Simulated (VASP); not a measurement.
# CdSe (Cadmoselite) (P6_3mc) in VASP: a series of runs, part 2 of 2

VASP 6.6.1. Earlier steps stand in the parts before.

## 3. Single point, RPBE+D4

This run uses another cell than the first one, of 29.23 Å³/atom, 1.020 times its volume.

INCAR

```
PREC = Accurate
ENCUT = 520
EDIFF = 1E-6
ISMEAR = -1
SIGMA = 0.05
LREAL = False
LASPH = True
NELM = 80
ALGO = Normal
ISIF = 2
LWAVE = False
LCHARG = False
GGA = RP
IVDW = 13
NBANDS = 26
```

KPOINTS

```
Automatic mesh
0
Gamma
  7 7 4
```

POSCAR

```
CdSe
1.0
    4.3565854364      0.0000000000      0.0000000000
   -2.1782927182      3.7729136617      0.0000000000
    0.0000000000      0.0000000000      7.1123790148
Cd Se
2 2
Direct
    0.6666666667      0.3333333333      0.5000000000
    0.3333333333      0.6666666667      0.0000000000
    0.6666666667      0.3333333333      0.8850000000
    0.3333333333      0.6666666667      0.3850000000
```

Potentials or basis: VASP PAW PBE potentials, release 64 (Cd, Se).

Run with:

```bash
$ cat potpaw_PBE.64/Cd/POTCAR potpaw_PBE.64/Se/POTCAR > POTCAR
$ mpirun -np 1 vasp_std > vasp.out
```

OUTCAR:

```text
PREC = Accurate
   ENCUT = 520
   EDIFF = 1E-6
   ISMEAR = -1
   LREAL = False
   LASPH = True
   NELM = 80
   ISIF = 2
   GGA = RP
   IVDW = 13

 ion  position               nearest neighbor table
   1  0.667  0.333  0.500-   4 2.64   4 2.64   4 2.64   3 2.74
   2  0.333  0.667  0.000-   3 2.64   3 2.64   3 2.64   4 2.74
   3  0.667  0.333  0.885-   2 2.64   2 2.64   2 2.64   1 2.74
   4  0.333  0.667  0.385-   1 2.64   1 2.64   1 2.64   2 2.74

  LATTYP: Found a hexagonal cell.
 ALAT       =     4.3565854364
 C/A-ratio  =     1.6325581395

  Lattice vectors:

 A1 = (   4.3565854364,   0.0000000000,   0.0000000000)
 A2 = (  -2.1782927182,   3.7729136617,   0.0000000000)
 A3 = (   0.0000000000,   0.0000000000,   7.1123790148)

Analysis of symmetry for initial positions (statically):
=====================================================================
 Subroutine PRICEL returns:
 Original cell was already a primitive cell.

 Routine SETGRP: Setting up the symmetry group for a
 hexagonal supercell.

 Subroutine GETGRP returns: Found 12 space group operations
 (whereof  6 operations were pure point group operations)
 out of a pool of 24 trial point group operations.

The static configuration has the point symmetry C_3v.
 The point group associated with its full space group is C_6v.

Analysis of symmetry for dynamics (positions and initial velocities):
=====================================================================
 Subroutine PRICEL returns:
 Original cell was already a primitive cell.

 Routine SETGRP: Setting up the symmetry group for a
 hexagonal supercell.

 Subroutine GETGRP returns: Found 12 space group operations
 (whereof  6 operations were pure point group operations)
 out of a pool of 24 trial point group operations.

The dynamic configuration has the point symmetry C_3v.
 The point group associated with its full space group is C_6v.

 Subroutine INISYM returns: Found 12 space group operations
 (whereof  6 operations are pure point group operations),
 and found     1 'primitive' translations

----------------------------------------------------------------------------------------

                                     Primitive cell

  volume of cell :     116.9063

  direct lattice vectors                    reciprocal lattice vectors
     4.356585436  0.000000000  0.000000000     0.229537562  0.132523573  0.000000000
    -2.178292718  3.772913662  0.000000000     0.000000000  0.265047146  0.000000000
     0.000000000  0.000000000  7.112379015     0.000000000  0.000000000  0.140599931

  length of vectors
     4.356585436  4.356585436  7.112379015     0.265047146  0.265047146  0.140599931

  position of ions in fractional coordinates (direct lattice)
     0.666666667  0.333333333  0.500000000
     0.333333333  0.666666667  0.000000000
     0.666666667  0.333333333  0.885000000
     0.333333333  0.666666667  0.385000000

  ion indices of the primitive-cell ions
   primitive index   ion index
                 1           1
                 2           2
                 3           3
                 4           4

----------------------------------------------------------------------------------------

 KPOINTS: Automatic mesh

Automatic generation of k-mesh.
 Grid dimensions read from file:
 generate k-points for:    7    7    4

 Generating k-lattice:

  Cartesian coordinates                     Fractional coordinates (reciprocal lattice)
     0.032791080  0.018931939  0.000000000     0.142857143  0.000000000  0.000000000
     0.000000000  0.037863878  0.000000000     0.000000000  0.142857143  0.000000000
     0.000000000  0.000000000  0.035149983     0.000000000  0.000000000  0.250000000

  Length of vectors
     0.037863878  0.037863878  0.035149983

  Shift w.r.t. Gamma in fractional coordinates (k-lattice)
     0.000000000  0.000000000  0.000000000

 Subroutine IBZKPT returns following result:
 ===========================================

 Found     24 irreducible k-points:

 Following reciprocal coordinates:
            Coordinates               Weight
  0.000000  0.000000  0.000000      1.000000
  0.142857  0.000000  0.000000      6.000000
  0.285714  0.000000  0.000000      6.000000
  0.428571  0.000000  0.000000      6.000000
  0.142857  0.142857  0.000000      6.000000
  0.285714  0.142857  0.000000     12.000000
[... 16 lines left out ...]
  0.428571  0.142857  0.500000      6.000000
  0.285714  0.285714  0.500000      6.000000
   k-points           NKPTS =     24   k-points in BZ     NKDIM =     24   number of bands    NBANDS=     26
   number of dos      NEDOS =    301   number of ions     NIONS =      4
   total plane-waves  NPLWV =  55296
   dimension x,y,z NGX =    32 NGY =   32 NGZ =   54
   dimension x,y,z NGXF=    64 NGYF=   64 NGZF=  108
   ions per type =               2   2
   NGX,Y,Z   is equivalent  to a cutoff of  12.21, 12.21, 12.62 a.u.
   NGXF,Y,Z  is equivalent  to a cutoff of  24.42, 24.42, 25.24 a.u.
 SYSTEM =  unknown system
   PREC   = accura    normal or accurate (medium, high low for compatibility)
   ISTART =      0    job   : 0-new  1-cont  2-samecut
   ICHARG =      2    charge: 1-file 2-atom 10-const
   ISPIN  =      1    spin polarized calculation?
   LNONCOLLINEAR =      F non collinear calculations
   LSORBIT =      F    spin-orbit coupling
   LASPH  =      T    aspherical Exc in radial PAW
   ENCUT  =  520.0 eV  38.22 Ry    6.18 a.u.   8.10  8.10 13.22*2*pi/ulx,y,z
   NELM   =     80;   NELMIN=  2; NELMDL= -5     # of ELM steps
   EDIFF  = 0.1E-05   stopping-criterion for ELM
   LREAL  =      F    real-space projection
   EDIFFG = 0.1E-04   stopping-criterion for IOM
   NSW    =      0    number of steps for IOM
   IBRION =     -1    ionic relax: 0-MD 1-quasi-New 2-CG
   NFREE  =      0    steps in history (QN), initial steepest desc. (CG)
   ISIF   =      2    stress and relaxation
   ISYM   =      2    0-nonsym 1-usesym 2-fastsym
   POTIM  = 0.5000    time-step for ionic-motion
   TEBEG  =    0.0;   TEEND  =   0.0 temperature during run
   PSTRESS=    0.0 pullay stress
   NELECT =      36.0000    total number of electrons
   NUPDOWN=      -1.0000    fix difference up-down
   EMIN   =  10.00;   EMAX   =-10.00  energy-range for DOS
   EFERMI =   0.00;   METHOD = LEGACY
   ISMEAR =    -1;   SIGMA  =   0.05  broadening in eV -4-tet -1-fermi 0-gaus
   EFERMI_NEDOS =   21; number of points for ismear=-14 and -15
   IALGO  =     38    algorithm
   IMIX   =      4    mixing-type and parameters
     AMIX     =   0.40;   BMIX     =  1.00
     AMIX_MAG =   1.60;   BMIX_MAG =  1.00
  volume/ion in A,a.u.               =      29.23       197.23
  Fermi-wavevector in a.u.,A,eV,Ry     =   1.105511  2.089113 16.628417  1.222154
  Thomas-Fermi vector in A             =   2.241999
   LORBIT       =      0    0 simple, 1 ext, 2 COOP (PROOUT), +10 PAW based schemes
   GGA     = RP    functional components
   LHFCALC =     F    Hartree Fock is set to
   AEXX    =    0.0000 exact exchange contribution
   IVDW    =    13    specifies the selected vdW correction
   LEPSILON=     F    determine dielectric tensor
   LRPA    =     F    only Hartree local field effects (RPA)
 non-spin polarized calculation
  energy-cutoff  :      520.00
  volume of cell :      116.91
 maximum number of plane-waves:      3176
   NGX = 17   NGY = 17   NGZ = 27

 number of electron      36.0000004 magnetization

 Free energy of the ion-electron system (eV)
  ---------------------------------------------------
  ext. energy  EPLUGINS =         0.00000000
  ---------------------------------------------------
  free energy    TOTEN  =        -9.66770397 eV

  energy without entropy =       -9.66769648  energy(sigma->0) =       -9.66770023

 E-fermi :   1.1862     XC(G=0):  -8.4614

 val. band max:        0.7572141931   @ k =   0.0000   0.0000   0.0000
 cond. band min:       1.5434114566   @ k =   0.0000   0.0000   0.0000
 fundamental gap:      0.7861972635
 Fermi energy:         1.1861984397

 k-point     1 :       0.0000    0.0000    0.0000
  band No.  band energies     occupation
      1     -11.5771      2.00000
      2     -11.2498      2.00000
      3      -7.0598      2.00000
      4      -7.0598      2.00000
      5      -7.0099      2.00000
      6      -7.0099      2.00000
[... 685 lines left out ...]
     25       8.8712      0.00000
     26       8.8712      0.00000

------------------------ aborting loop because EDIFF is reached ----------------------------------------

  DFT-D4 for vdW energy calculation

  Edisp (eV):   -2.27974

  FORCE on cell =-STRESS in cart. coord.  units (eV):
  Direction    XX          YY          ZZ          XY          YZ          ZX
  --------------------------------------------------------------------------------------
  -------------------------------------------------------------------------------------
  Total      -0.00038    -0.00038    -1.37913     0.00000     0.00000     0.00000
  in kB      -0.00527    -0.00527   -18.90067     0.00000     0.00000     0.00000
  external pressure =       -6.30 kB  Pullay stress =        0.00 kB

 VOLUME and BASIS-vectors are now :
 -----------------------------------------------------------------------------
  energy-cutoff  :      520.00
  volume of cell :      116.91
      direct lattice vectors                 reciprocal lattice vectors
     4.356585436  0.000000000  0.000000000     0.229537562  0.132523573  0.000000000
    -2.178292718  3.772913662  0.000000000     0.000000000  0.265047146  0.000000000
     0.000000000  0.000000000  7.112379015     0.000000000  0.000000000  0.140599931

 POSITION                                       TOTAL-FORCE (eV/Angst)
 -----------------------------------------------------------------------------------
      2.17829      1.25764      3.55619        -0.000000      0.000000      0.253565
     -0.00000      2.51528      0.00000        -0.000000      0.000000      0.253565
      2.17829      1.25764      6.29446         0.000000      0.000000     -0.253565
     -0.00000      2.51528      2.73827        -0.000000      0.000000     -0.253565
 -----------------------------------------------------------------------------------
    total drift:                               -0.000000     -0.000000     -0.000431

  FREE ENERGIE OF THE ION-ELECTRON SYSTEM (eV)
  ---------------------------------------------------
  free  energy   TOTEN  =       -11.9474488507 eV

  energy  without entropy=      -11.9474413691  energy(sigma->0) =      -11.94744511
```

OSZICAR:

```text
N       E                     dE             d eps       ncg     rms          rms(c)
DAV:   1     0.242961638702E+03    0.24296E+03   -0.17022E+04  1248   0.124E+03
DAV:   2     0.247481454524E+01   -0.24049E+03   -0.23247E+03  1384   0.309E+02
DAV:   3    -0.102878643894E+02   -0.12763E+02   -0.12697E+02  1472   0.710E+01
DAV:   4    -0.103963138917E+02   -0.10845E+00   -0.10831E+00  1366   0.611E+00
DAV:   5    -0.103970091233E+02   -0.69523E-03   -0.69520E-03  1460   0.481E-01    0.852E+00
DAV:   6    -0.968717789917E+01    0.70983E+00   -0.11943E+00  1352   0.100E+01    0.671E+00
DAV:   7    -0.966168623342E+01    0.25492E-01   -0.55067E-01  1322   0.375E+00    0.244E+00
DAV:   8    -0.966521979399E+01   -0.35336E-02   -0.50455E-02  1302   0.220E+00    0.430E-01
DAV:   9    -0.966687357905E+01   -0.16538E-02   -0.72981E-03  1346   0.897E-01    0.102E-01
DAV:  10    -0.966740436250E+01   -0.53078E-03   -0.11220E-03  1312   0.339E-01    0.857E-02
DAV:  11    -0.966769390431E+01   -0.28954E-03   -0.61380E-04  1296   0.124E-01    0.362E-02
DAV:  12    -0.966769277600E+01    0.11283E-05   -0.25338E-05  1450   0.491E-02    0.951E-03
DAV:  13    -0.966770360738E+01   -0.10831E-04   -0.33794E-05  1270   0.346E-02    0.597E-03
DAV:  14    -0.966770396628E+01   -0.35890E-06   -0.82181E-07  1134   0.491E-03
   1 F= -.11947449E+02 E0= -.11947445E+02  d E =-.748158E-05
```

stdout:

```text
POSCAR found type information on POSCAR CdSe
 POSCAR found :  2 types and       4 ions
 scaLAPACK will be used
 -----------------------------------------------------------------------------
|                                                                             |
|                                                                             |
|     You enforced a specific xc type in the INCAR file but a different       |
|     I HOPE YOU KNOW WHAT YOU ARE DOING!                                     |
|                                                                             |
 -----------------------------------------------------------------------------

 LDA part: xc-table for (Slater+PW92), standard interpolation
 POSCAR, INCAR and KPOINTS ok, starting setup
 FFT: planning ... GRIDC
 FFT: planning ... GRID_SOFT
 FFT: planning ... GRID
 WAVECAR not read
 entering main loop
```

It took 28 s on 1 thread of Intel Xeon 6975P-C (Granite Rapids), shared host; peak memory 0.25 GiB.

Results:

```yaml
Free_energy: -11.9474 eV
Pressure: -0.6 GPa
Largest_force: 0.254 eV/Å
Band_gap_on_the_k_mesh: 0.79 eV, direct
Dispersion_energy_per_atom: -0.570 eV
```

Forces in eV/Å, atoms in the order of the input:
```
Cd   0.000  0.000  0.254
Cd   0.000  0.000  0.254
Se   0.000  0.000 -0.254
Se   0.000  0.000 -0.254
```

Stress tensor (GPa, compression positive):
```
 0.00  0.00  0.00
 0.00  0.00  0.00
 0.00  0.00 -1.89
```

Caveat: the PAW data sets were made with another functional, which shifts forces and pressure a little.

## 4. Single point, PBE exchange alone

This run uses another cell than the first one, of 29.23 Å³/atom, 1.020 times its volume.

INCAR

```
PREC     = Accurate       # precision mode
ENCUT    = 520            # plane-wave cutoff, eV
EDIFF    = 1E-6           # SCF threshold, eV
ISMEAR   = -1             # smearing method
SIGMA    = 0.05           # smearing width, eV
LREAL    = F              # projectors in reciprocal space
LASPH    = T              # aspherical terms in the spheres
NELM     = 60             # most SCF steps
ALGO     = Normal         # electronic algorithm
ISIF     = 2              # what is computed and relaxed
LWAVE    = F              # write WAVECAR
LCHARG   = T              # write CHGCAR
GGA      = PE             # functional
ALDAC    = 0.0          
AGGAC    = 0.0          
LELF     = T              # ELF
LVHAR    = T            
NBANDS   = 26             # bands
```

KPOINTS

```
regular mesh
0
Gamma
  7 7 4
```

POSCAR is that of step 3.

Run with:

```bash
$ cat potpaw_PBE.64/Cd/POTCAR potpaw_PBE.64/Se/POTCAR > POTCAR
$ mpirun -np 1 vasp_std > vasp.out
```

Run time: 26 s. Hardware: 1 thread of Intel Xeon 6975P-C (Granite Rapids), shared host; peak memory 0.25 GiB.

It converged, with:

```yaml
Free_energy: -6.7025 eV
Pressure: 8.6 GPa
Largest_force: 0.301 eV/Å
Band_gap_on_the_k_mesh: 0.57 eV, direct
```

Forces in eV/Å, atoms in the order of the input:
```
Cd   0.000  0.000  0.301
Cd   0.000  0.000  0.301
Se   0.000  0.000 -0.301
Se   0.000  0.000 -0.301
```

Stress tensor (GPa, compression positive):
```
9.26 0.00 0.00
0.00 9.26 0.00
0.00 0.00 7.25
```

Levels at points of the mesh, in eV from the valence-band top:
```tsv
k point	band 14	band 15	band 16	band 17	band 18	band 19	band 20	band 21	band 22	band 23
(0.00, 0.00, 0.00)	-0.67	-0.67	-0.01	0.00	0.00	0.57	2.04	5.85	5.85	6.11
(0.00, 0.00, 0.50)	-2.48	-0.35	-0.35	-0.35	-0.35	2.21	2.21	5.79	5.79	6.23
```

## 5. Overview

```tsv
level	cell	gap on the mesh (eV)	pressure (GPa)	largest force (eV/Å)
PBE exchange alone	a = 4.328, b = 4.328, c = 7.066 Å, angles 90.0, 90.0, 120.0°, 4 atoms	0.62	9.9	0.32
RPBE+D4	a = 4.357, b = 4.357, c = 7.112 Å, angles 90.0, 90.0, 120.0°, 4 atoms	0.79	-0.6	0.25
PBE exchange alone	a = 4.357, b = 4.357, c = 7.112 Å, angles 90.0, 90.0, 120.0°, 4 atoms	0.57	8.6	0.30
```

Alike in all rows: task single point; potentials or basis VASP PAW PBE potentials, release 64 (Cd, Se); no spin polarisation; k mesh 7 × 7 × 4; cutoff (eV) 520; smearing fermi-dirac 0.05 eV.

Caveats: the PAW data sets were made with another functional, which shifts forces and pressure a little (some runs).

Total energies depend on the potentials used, so only differences within one code and one set of settings carry meaning.

## 6. Comparison with measurements

Step 3. Against the measured gap of CdSe, 1.841 eV (2 K; a printed reference work, data compilation), the calculated 0.79 eV is off by -1.05 eV. So large a miss can be the level of theory's own, or it may mean another phase, state or a wrong row. Spin-orbit coupling on Cd, Se is left out. The value is that of RPBE+D4, without temperature or zero-point motion. Semilocal functionals fall short of measured gaps as a rule.
